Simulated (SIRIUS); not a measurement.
MoS2: single point with PBE

Crystal: MoS2.

```
Mo S
1.0
     1.58000    0.91221    6.15000
    -1.58000    0.91221    6.15000
     0.00000   -1.82443    6.15000
Mo S
1 2
Direct
  0.00000 0.00000 0.00000
  0.41700 0.41700 0.41700
  0.25000 0.25000 0.25000
```

Measurements of this composition are mostly on another form, of space group No. 194.

* Program: SIRIUS 7.10.0
* Task: single point
* Functional: PBE
* Potentials or basis: PseudoDojo 0.5 PBE stringent (scalar relativistic)
* Cutoff: 1102 eV
* Density cutoff: 4408 eV
* k mesh: 7 × 7 × 7
* Occupations: fermi-dirac, width 0.05 eV
* Spin: no spin polarisation

```yaml
Pressure: 5.4 GPa
Largest_force: 0.531 eV/Å
Band_gap_on_the_k_mesh: 1.07 eV
```

Forces on the atoms (eV/Å):
```
Mo   0.000  0.000  0.087
S    0.000  0.000  0.444
S    0.000  0.000 -0.531
```

Stress tensor (GPa, compression positive):
```
4.62 0.00 0.00
0.00 4.62 0.00
0.00 0.00 7.01
```

It took 4.1 min on 1 thread of Arm Neoverse V2, on a shared host, peak memory 0.69 GiB.

Caveat: an odd mesh through Γ misses points on the zone boundary, where band edges often lie.
